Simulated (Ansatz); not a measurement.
# Convergence test, SiO$_{2}$

Level of theory: Ansatz 0.2.0, DFT PBE, scalar-relativistic, plane waves, PAW.

```
CELL_PARAMETERS angstrom
5.06052 0.00000 0.00000
-2.53026 4.38254 0.00000
0.00000 0.00000 5.54135
ATOMIC_POSITIONS crystal
Si 0.00000 0.50000 0.33333
Si 0.50000 0.50000 0.66667
Si 0.50000 0.00000 0.00000
O 0.58279 0.79139 0.83333
O 0.79139 0.58279 0.50000
O 0.79139 0.20861 0.16667
O 0.41721 0.20861 0.83333
O 0.20861 0.41721 0.50000
O 0.20861 0.79139 0.16667
```

```
Γ-centred k-mesh               : 6×6×4
occupation rule                : Gaussian smearing, 0.02 eV
spin treatment                 : unpolarised
valence charge of the PAW sets : Si 4, O 6
```

The atoms stay fixed while the plane-wave cutoff is varied. ΔE is the energy extrapolated to zero smearing, less that of the reference run (850 eV). The cell isn't necessarily relaxed at this level. Pressure is positive in compression and holds a correction for the finite cutoff (Pulay stress).

Times are rough; the reference took 11 s on 2 threads of Intel(R) Xeon(R) Platinum 8259CL CPU @ 2.50GHz (Skylake/Cascade Lake) (shared host), peak memory 0.61 GiB.

Tried: 150, 200, 250, 300, 350, 380, 420, 460, 520, 600, 700, 850 eV. From which plane-wave cutoff on does the energy per atom stay within 100, 10 and 1 meV of the reference?

350 for 100 meV, 420 for 10 meV, 600 for 1 meV. The reference itself isn't shown to be converged. At 420 eV, where the energy is within 10 meV, force components already agree to within 0.001 eV/Å, where the largest force is 0.248 eV/Å.

| cutoff (eV) | ΔE (meV/atom) | P (GPa) | largest change of a force component (eV/Å) | gap on mesh (eV) | plane waves at Γ | wall time (s) |
| --- | --- | --- | --- | --- | --- | --- |
| 150 | 13200 | -12.69 | 0.248 | 3.718 | 527 | 1.6 |
| 200 | 4568 | 7.22 | 0.286 | 4.856 | 787 | 1.6 |
| 250 | 1264 | 7.25 | 0.198 | 5.535 | 1143 | 1.8 |
| 300 | 309 | 4.91 | 0.010 | 5.651 | 1461 | 2.1 |
| 350 | 63.6 | 4.88 | 0.001 | 5.709 | 1871 | 2.7 |
| 380 | 21.4 | 4.96 | 0.001 | 5.718 | 2009 | 2.8 |
| 420 | 4.39 | 4.98 | 0.000 | 5.722 | 2449 | 4.8 |
| 460 | 1.31 | 4.99 | 0.000 | 5.722 | 2749 | 3.8 |
| 520 | 1.00 | 4.99 | 0.000 | 5.722 | 3273 | 4.2 |
| 600 | 0.50 | 4.99 | 0.000 | 5.722 | 4037 | 5.2 |
| 700 | 0.25 | 4.98 | 0.000 | 5.722 | 5135 | 5.9 |
| 850 | 0.00 | 4.98 | 0.000 | 5.722 | 6855 | 11 |

This form isn't the usual stable structure of the compound.